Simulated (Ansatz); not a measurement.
Ti$_{3}$SiC$_{2}$:
```cif
data_C4Si2Ti6
_chemical_formula_sum 'Si2 C4 Ti6'
_space_group_name_H-M_alt 'P 1'
_space_group_IT_number 1
_cell_length_a 3.07218
_cell_length_b 3.07218
_cell_length_c 17.72745
_cell_angle_alpha 90.000
_cell_angle_beta 90.000
_cell_angle_gamma 120.000
loop_
_space_group_symop_operation_xyz
  'x, y, z'
loop_
_atom_site_label
_atom_site_type_symbol
_atom_site_fract_x
_atom_site_fract_y
_atom_site_fract_z
_atom_site_occupancy
Si1 Si 0.00000 0.00000 0.25000 1
Si2 Si 0.00000 0.00000 0.75000 1
C1 C 0.33333 0.66667 0.57231 1
C2 C 0.66667 0.33333 0.07231 1
C3 C 0.33333 0.66667 0.92769 1
C4 C 0.66667 0.33333 0.42769 1
Ti1 Ti 0.33333 0.66667 0.13488 1
Ti2 Ti 0.66667 0.33333 0.63488 1
Ti3 Ti 0.33333 0.66667 0.36512 1
Ti4 Ti 0.66667 0.33333 0.86512 1
Ti5 Ti 0.00000 0.00000 0.00000 1
Ti6 Ti 0.00000 0.00000 0.50000 1
```

Relaxed with PBE.

**Question.** Tabulate the valence density and the electron localisation function along the shortest C–Ti contact (2.09 Å), DFT-PBE in the program Ansatz with PAW potentials.

**Answer.** 

```csv
distance from C (Å),density (e/Å³),ELF
0.21,1.76,0.13
0.31,1.74,0.34
0.42,1.61,0.57
0.52,1.39,0.71
0.63,1.14,0.77
0.73,0.91,0.77
0.84,0.73,0.67
0.94,0.62,0.48
1.05,0.59,0.29
1.15,0.67,0.23
1.26,0.99,0.32
1.36,1.77,0.49
1.46,3.14,0.62
1.57,4.98,0.64
1.67,6.95,0.54
1.78,8.59,0.32
1.88,9.62,0.10
```

The density is the valence pseudo-density with augmentation charge, so density and ELF within about 1 Å of a nucleus are not all-electron values.

Space group P6_3/mmc. Symmetry was held in the PBE relaxation. No spin polarisation was allowed.

Potentials: the later of the program's two PAW sets.
